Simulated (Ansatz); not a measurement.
Input and command of a plane-wave DFT calculation in Ansatz:

```yaml
crystal:
  lattice:
    - [3.3713973096, 0.0, 0.0]
    - [-1.6856986548, 2.9197157163, 0.0]
    - [0.0, 0.0, 23.9463867227]
  atoms:
    - { symbol: As, position: [0.0, 0.0, 0.3131996525] }
    - { symbol: B, position: [0.3333333333, 0.6666666667, 0.3419381675] }
    - { symbol: As, position: [0.3333333333, 0.6666666667, 0.4281537125] }
    - { symbol: B, position: [0.6666666667, 0.3333333333, 0.4568922275] }
    - { symbol: As, position: [0.6666666667, 0.3333333333, 0.5431077725] }
    - { symbol: B, position: [0.0, 0.0, 0.5718462875] }
    - { symbol: As, position: [0.0, 0.0, 0.6580618325] }
    - { symbol: B, position: [0.3333333333, 0.6666666667, 0.6868003475] }
basis:
  ecutwfc: 420
kpoints:
  mp_grid: { grid: [9, 9, 1] }
hamiltonian:
  xc: pbesol
scf:
  occupations: { method: gaussian, width: 0.05 }
  max_iter: 88
output:
  forces: true
  stress: true
  eigenvalues: true
efield:
  axis: 3
  dipole_correction: true
  ramp_width: 0.04
  ramp_position: 0.727
```

```bash
ansatz run input.yaml --threads 1 --pin off --max-ram 2560MiB --backend cpu --events-out ev --progress --plain --runs-dir out
```

Processor: Intel(R) Xeon(R) Processor @ 2.70GHz, 1 thread, on a host shared with other jobs.

**Question.** Estimate time, memory and problem size.

**Answer.** About 34 s on 1 thread of Intel(R) Xeon(R) Processor @ 2.70GHz, with other jobs on the host, peak memory 0.45 GiB. It solves 44 bands at 12 k points (the mesh reduced by the symmetry that the task leaves, which can be less than the crystal's) with about 4617 plane waves, in 23 SCF iterations.
